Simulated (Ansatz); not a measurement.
**CuAu3 under changes of volume**

One of the cells (16.176 Å³/atom); the others are scaled copies at fixed shape and fractional positions:

```xyz
4
Lattice="-1.9906 1.9906 4.0821 1.9906 -1.9906 4.0821 1.9906 1.9906 -4.0821" Properties=species:S:1:pos:R:3 pbc="T T T"
Au    0.0000    0.0000    4.0821
Au    1.9906    0.0000    2.0410
Au    0.0000    1.9906    2.0410
Cu    0.0000    0.0000    0.0000
```

The cell comes from a database or a generator and needn't be the stable form of this composition.

* Program: Ansatz 0.2.0
* Functional: PBEsol
* Potentials or basis: all-electron LAPW, scalar-relativistic
* Cutoff: 262 eV (chosen from the basis error)
* Basis error allowed: 0.001 eV/atom
* k mesh: 9 × 9 × 9
* Occupations: fermi-dirac, width 0.05 eV
* Spin: no spin polarisation

```csv
volume (Å³/atom),energy over the lowest point (meV/atom),pressure (GPa)
15.205,9.33,6.4
15.529,0.74,2.2
15.852,0.00,-1.4
16.176,6.12,-4.6
16.499,18.21,-7.3
16.823,35.48,-9.7
17.146,?,?
```

Question: What does the run at 17.146 Å³/atom give?

Answer: Energy over the lowest point 57.25 meV/atom; pressure -11.8 GPa.

Worked out: A Birch-Murnaghan fit of order 3 (a polynomial in V^(-2/3)) to the other rows has its minimum at 15.72 Å³/atom with B0 = V·E''(V) = 174 GPa and B' = 5.7 at fixed shape and positions, which overstates the stiffness. It gives 57.21 meV/atom at 17.146 Å³/atom, against the run's 57.25, and -dE/dV = -11.8 GPa, against -11.8.

Energies are extrapolated to zero smearing.
